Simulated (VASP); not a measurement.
Here is a VASP 6.6.1 calculation.

Contents of POSCAR:

```
PtSe2
1.0
    3.7476830621      0.0000000000      0.0000000000
   -1.8738415311      3.2455887334      0.0000000000
    0.0000000000      0.0000000000     20.5310000000
  Se              Pt
     2     1
Direct
     0.6666666699999979    0.3333333300000021    0.4362913185001176
     0.3333333300000021    0.6666666699999979    0.5637086814998824
     0.0000000000000000    0.0000000000000000    0.5000000000000000
```

The input INCAR.step1:

```
SYSTEM = PtSe2
ALGO = Normal
EDIFF = 1E-8
EDIFFG = -0.002
ENCUT = 600
GGA = PE
IBRION = 2
ISIF = 2
ISMEAR = 0
LASPH = .TRUE.
LATTICE_CONSTRAINTS = .TRUE. .TRUE. .FALSE.
LCHARG = .FALSE.
LREAL = .FALSE.
LWAVE = .FALSE.
NELM = 80
NSW = 40
PREC = Accurate
SIGMA = 0.03
```

The input INCAR.step2:

```
SYSTEM = PtSe2
ALGO = Normal
EDIFF = 1E-8
ENCUT = 600
GGA = PE
IBRION = 6
ISIF = 2
ISMEAR = 0
LASPH = .TRUE.
LATTICE_CONSTRAINTS = .TRUE. .TRUE. .FALSE.
LCHARG = .FALSE.
LREAL = .FALSE.
LWAVE = .FALSE.
NELM = 80
NFREE = 2
NSW = 1
POTIM = 0.015
PREC = Accurate
SIGMA = 0.03
```

File KPOINTS:

```
k-points
0
G
  9 9 1
  0 0 0
```

Potentials or basis: VASP PAW PBE potentials, release 64 (Se, Pt).

Command:

```sh
$ cat potpaw_PBE.64/Se/POTCAR potpaw_PBE.64/Pt/POTCAR > POTCAR
$ cp INCAR.step1 INCAR
$ mpirun -np 1 vasp_std > vasp.out
$ cp CONTCAR POSCAR
$ cp INCAR.step2 INCAR
$ mpirun -np 1 vasp_std > vasp.out
```

What does it give for the highest phonon frequency at Γ, LO-TO splitting left out?

223 cm⁻¹.

Phonon frequencies in cm⁻¹ (negative: imaginary):
```csv
q point,frequencies
"(0.000, 0.000, 0.000)",0 0 0 170 170 197 215 215 223
```

The run has no spin-orbit coupling, so splittings on Pt are missing.
